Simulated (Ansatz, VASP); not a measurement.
# SiC: VASP beside Ansatz, part 2 of 2

One calculation is typed for both programs; each brings its own data sets. How far apart do they land? The structure shown is the end of the Ansatz relaxation below.

VASP 6.6.1 and Ansatz 0.2.0.

So far. Step 3 (VASP: single point, PBEsol, pair 1): The run ends at a pressure of 0.23 GPa.

### 6. VASP: single point, PBEsol, pair 2

Level of this step: PBEsol; plane waves and PAW (Si, C) (VASP).

The same cell, functional, mesh and smearing now go to VASP, with its own data sets.

INCAR

```
SYSTEM = SiC
PREC = Accurate
ENCUT = 600
EDIFF = 1E-06
NELM = 120
ISMEAR = -1
SIGMA = 0.02
LREAL = .FALSE.
ALGO = Normal
GGA = PS
NBANDS = 14
LORBIT = 11
LWAVE = .FALSE.
LCHARG = .FALSE.
ISIF = 2
LASPH = .TRUE.
GGA_COMPAT = .FALSE.
EFERMI = MIDGAP
```

POSCAR

```
SiC
1.0
    3.0190840400      0.0000000000      0.0000000000
    0.0000000000      3.0190840400      0.0000000000
    0.0000000000      0.0000000000      4.4167730230
Si C
2 2
Direct
    0.0000000000      0.0000000000      0.0000000000
    0.5000000000      0.5000000000      0.5000000000
    0.5000000000      0.0000000000      0.7500000000
    0.0000000000      0.5000000000      0.2500000000
```

KPOINTS

```
Automatic mesh
0
Gamma
9 9 6
0 0 0
```

PAW data sets: Si and C (PBE family, release 64).

Command:

```sh
$ mpirun -np 1 vasp_std
```

Numbers of over 12 decimals in the logs are rounded to 6 here.

Log:

```text
[banner, memory and clock lines left out]
running    1 mpi-ranks, on    1 nodes
[...]
[... a notice as in an earlier step ...]

 LDA part: xc-table for (Slater+PW92), standard interpolation
 POSCAR, INCAR and KPOINTS ok, starting setup
[...]
entering main loop
       N       E                     dE             d eps       ncg     rms          rms(c)
DAV:   1     0.307223275681E+02    0.30722E+02   -0.80151E+03  1696   0.113E+03
DAV:   2    -0.325223628990E+02   -0.63245E+02   -0.57214E+02  2306   0.181E+02
DAV:   3    -0.355045978230E+02   -0.29822E+01   -0.29668E+01  2286   0.366E+01
DAV:   4    -0.355319335753E+02   -0.27336E-01   -0.27328E-01  1896   0.419E+00
[...]
DAV:  10    -0.317831221752E+02   -0.10248E-03   -0.51304E-04  2028   0.153E-01    0.555E-02
DAV:  11    -0.317831239010E+02   -0.17258E-05   -0.35608E-05  2118   0.469E-02    0.119E-02
DAV:  12    -0.317831243615E+02   -0.46052E-06   -0.23023E-06  1924   0.106E-02
   1 F= -.31783124E+02 E0= -.31783124E+02  d E =-.328856E-14
```

From OUTCAR (step 6):

```text
  Total        2.3807277      2.3807277      0.0564356      0.0000000     -0.0000000      0.0000000
  in kB       94.7468588     94.7468588      2.2459908      0.0000000     -0.0000000      0.0000000
  external PRESSURE =      63.9132361 kB  Pullay stress =       0.0000000 kB

 POSITION                                       TOTAL-FORCE (eV/Angst)
 -----------------------------------------------------------------------------------
      0.00000      0.00000      0.00000         0.000000     -0.000000     -0.000000
      1.50954      1.50954      2.20839        -0.000000      0.000000      0.000000
      1.50954      0.00000      3.31258         0.000000     -0.000000     -0.000000
      0.00000      1.50954      1.10419         0.000000     -0.000000      0.000000
 -----------------------------------------------------------------------------------
    total drift:                                0.000000      0.000000     -0.000000

  FREE ENERGIE OF THE ION-ELECTRON SYSTEM (eV)
  ---------------------------------------------------
  free  energy   TOTEN  =       -31.7831243615 eV

  energy  without entropy=      -31.7831243615  energy(sigma->0) =      -31.78312436

[... 1 part as in an earlier step ...]

[... 2 further parts left out ...]
[key lines of the parts left out:]
E-fermi :   9.0478
```

The run ends at a pressure of 6.39 GPa.

### 7. Side by side

Both answers:

```
              quantity  Ansatz   VASP  difference
        pressure (GPa)    6.16   6.39       -0.23
gap on the k mesh (eV)   1.195  1.185      +0.010
```

A gap on the mesh is an upper bound, since the band edges may lie between its points.

### 8. Ansatz: relaxation, PBEsol

This run makes the geometry at which the two programs are then compared. The cell compared in this pair holds 40.81 Å³, against 40.26 Å³ for the pair before.

The structure compared here is the end of the Ansatz relaxation.

input.yaml

```yaml
crystal:
  lattice:
    - [3.04989102, 0.0, 0.0]
    - [0.0, 3.04989102, 0.0]
    - [0.0, 0.0, 4.38290559]
  atoms:
    - { symbol: Si, position: [0.0, 0.0, 0.0] }
    - { symbol: Si, position: [0.5, 0.5, 0.5] }
    - { symbol: C, position: [0.5, 0.0, 0.75] }
    - { symbol: C, position: [1.0, 0.5, 0.25] }
kpoints:
  mp_grid: { grid: [9, 9, 6] }
scf:
  occupations: { method: fermi_dirac, width: 0.02 }
hamiltonian:
  xc: pbesol
  pseudopotentials: { kind: paw, azcp: { folder: soft_1 }, xc_functional: pbe }
basis:
  ecutwfc: 600
output:
  forces: true
  stress: true
  write_density: true
  write_potential: true
  elf: true
  volumetric_format: npy
relax:
  f_tol: 0.005
  max_steps: 70
  cell: { stress_tol: 0.02, p_target: 0, fix: [a, b, alpha, beta, gamma] }
```

Command:

```sh
$ ansatz run input.yaml --threads 8 --pin off --max-ram 18432MiB --backend cpu --events-out ev --progress --plain --runs-dir out
```

Log:

```text
[...]
Crystal: 4 atoms, lattice volume = 40.769 Å³
Basis set: ecut = 600 eV, 1353 PW (Γ), exchange–correlation on 50×50×72 points (8 copies of the dense FFT grid, shifted against one another)
Bands: 12, of which v1, the nominal top of the filled ones, is band 8 counted from 1 (7 counted from 0)
Symmetry: 16 space group operations
[...]
k-points: 60 of 486 (time reversal used)
[...]
--- Relaxed structure (3 steps of the walk, 3 accepted, 1 SCFs on fresh bases) ---
[...]
cell:  # Å, volume = 40.8083 Å³
    - [3.04989102, 0.0, 0]
    - [0.0, 3.04989102, 0]
    - [0, 0, 4.387126]
  atoms:
    - { symbol: Si, position: [0, 0, 0] }
    - { symbol: Si, position: [0.5, 0.5, 0.500000] }
    - { symbol: C, position: [0.5, 0, 0.750000] }
    - { symbol: C, position: [1.0, 0.5, 0.250000] }
[key lines of the parts left out:]
SCF converged after 5 iterations
Free energy (F): -1737.411843 eV
Fermi energy:    10.284116 eV
P = ⅓ Tr σ = 2.9777 GPa (29.777 kbar)
```

### 9. VASP: single point, PBEsol, pair 3

The same cell, functional, mesh and smearing now go to VASP, with its own data sets.

INCAR is that of step 6.

POSCAR

```
SiC
1.0
    3.0498910200      0.0000000000      0.0000000000
    0.0000000000      3.0498910200      0.0000000000
    0.0000000000      0.0000000000      4.3871258914
Si C
2 2
Direct
    0.0000000000      0.0000000000      0.0000000000
    0.5000000000      0.5000000000      0.5000000000
    0.5000000000      0.0000000000      0.7500000000
    0.0000000000      0.5000000000      0.2500000000
```

KPOINTS is that of step 6.

Command:

```sh
$ mpirun -np 1 vasp_std
```

Log:

```text
[... set-up lines as in an earlier step ...]
 entering main loop
       N       E                     dE             d eps       ncg     rms          rms(c)
DAV:   1     0.315952783357E+02    0.31595E+02   -0.78430E+03  1680   0.112E+03
DAV:   2    -0.324246822121E+02   -0.64020E+02   -0.58017E+02  2326   0.182E+02
DAV:   3    -0.354620231170E+02   -0.30373E+01   -0.30196E+01  2286   0.372E+01
DAV:   4    -0.354915245746E+02   -0.29501E-01   -0.29494E-01  1878   0.429E+00
[...]
DAV:  10    -0.318195342096E+02   -0.10497E-03   -0.50262E-04  2118   0.149E-01    0.550E-02
DAV:  11    -0.318195351695E+02   -0.95996E-06   -0.41044E-05  2100   0.483E-02    0.115E-02
DAV:  12    -0.318195356425E+02   -0.47300E-06   -0.25594E-06  1950   0.111E-02
   1 F= -.31819536E+02 E0= -.31819536E+02  d E =-.301632E-15
```

Parts of OUTCAR (step 9):

```text
  Total        1.1960524      1.1960524      0.0573504      0.0000000      0.0000000      0.0000000
  in kB       46.9582654     46.9582654      2.2516378      0.0000000      0.0000000      0.0000000
  external PRESSURE =      32.0560562 kB  Pullay stress =       0.0000000 kB

 POSITION                                       TOTAL-FORCE (eV/Angst)
 -----------------------------------------------------------------------------------
      0.00000      0.00000      0.00000        -0.000000      0.000000     -0.000000
      1.52495      1.52495      2.19356         0.000000     -0.000000      0.000000
      1.52495      0.00000      3.29034        -0.000000     -0.000000     -0.000000
      0.00000      1.52495      1.09678        -0.000000     -0.000000     -0.000000
 -----------------------------------------------------------------------------------
    total drift:                                0.000000      0.000000     -0.000000

  FREE ENERGIE OF THE ION-ELECTRON SYSTEM (eV)
  ---------------------------------------------------
  free  energy   TOTEN  =       -31.8195356425 eV

  energy  without entropy=      -31.8195356425  energy(sigma->0) =      -31.81953564

[... 1 part as in an earlier step ...]

[... 2 further parts left out ...]
[key lines of the parts left out:]
E-fermi :   8.8963
```

The run ends at a pressure of 3.21 GPa.

### 10. Side by side

The two programs side by side:

```
              quantity  Ansatz   VASP  difference
        pressure (GPa)    2.98   3.21       -0.23
gap on the k mesh (eV)   1.293  1.283      +0.010
```

A gap on the mesh is an upper bound, since the band edges may lie between its points.

### 11. Outcome

| Quantity | Value |
| --- | --- |
| difference in gap on the k mesh (single point, PBEsol, pair 1) | 0.010 eV |
| difference in gap on the k mesh (single point, PBEsol, pair 2) | 0.010 eV |
| difference in gap on the k mesh (single point, PBEsol, pair 3) | 0.0099 eV |

The difference in gap on the k mesh is 0.010 eV (single point, PBEsol, pair 1), within the 0.08 eV picked in this series as the mark of a large difference. 4 further runs of this series are not shown here. Such differences can come from data sets, numerical settings and the points named under the comparisons, not from the functional's error against experiment.

[Lines on the potential files, build, host, timing and source positions are cut from VASP's logs without a mark.]

[Logs are printed without paths, hosts, clocks, repeated set-up lines and the standing remarks that a program may print on its own settings, such as how far it seeks lower states.]

[Hosts, paths, dates, database ids (printed as entryN), source tags and the programs' standing remarks are cut or masked in the printed files.]
